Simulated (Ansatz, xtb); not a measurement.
Redistribution: CH3Br + C2H4O2 → CH4O + C2H3BrO

Species: CH3Br (bromomethane) `CBr`, singlet; C2H4O2 (acetic acid) `CC(=O)O`, singlet; CH4O (methanol) `CO`, singlet; C2H3BrO (acetyl bromide) `CC(=O)Br`, singlet. The partners trade Br for OH; both sit on C, so the bond types are kept.

Shapes, held fixed at every level: PBE0-D4/def2-TZVP. Flexible molecules stand in one conformer, not always the lowest. Programs: Ansatz 0.2.0, xtb 6.7.1. The zero-point and thermal change to 298 K, harmonic and unscaled (PBE0-D4/def2-TZVP), is -1.2 kJ/mol.

**The experiment to reproduce.** Tabulated heats of formation (Active Thermochemical Tables, CRC Handbook of Chemistry and Physics): CH3Br -36.4 (ATcT); C2H4O2 -432.2 (CRC); CH4O -200.7 (ATcT); C2H3BrO -190.4 (CRC) kJ/mol, which give ΔH(298 K) = +77.5 kJ/mol.

```csv
level,kind,ΔH (kJ/mol),computed − measured,CPU time (all species)
GFN1-xTB,semi-empirical,+52.2,-25.3,0.12 s
HF/def2-SVP,Hartree–Fock,+102.8,+25.3,–
r2SCAN-D4/def2-TZVPP,meta-GGA,+73.6,-3.9,23 s
PBE0-D4/def2-TZVPP,global hybrid,+78.5,+1.0,14 s
r2SCAN0-D4/def2-TZVPP,global hybrid,+81.8,+4.3,24 s
wB97M-V/def2-TZVPP,range-separated hybrid,+82.6,+5.1,48 s
wB97X-V/def2-TZVPP,range-separated hybrid,+84.1,+6.6,37 s
B2PLYP/def2-TZVPP,double hybrid,+76.3,-1.2,27 s
CCSD(T)/def2-TZVPP,coupled cluster or CI,+79.1,+1.6,3 min
```

Nearest: PBE0-D4/def2-TZVPP (+1.0); farthest: HF/def2-SVP (+25.3). 7 of 9 levels lie within 10 kJ/mol. The heats of C2H3BrO come from older tables and can be uncertain by 10 kJ/mol or more. Relativity is left out for Br unless named. Correlated rows may include outer-core shells of Br, which these sets cover unevenly. Times are processor times on shared x86 and Arm servers, and rough.
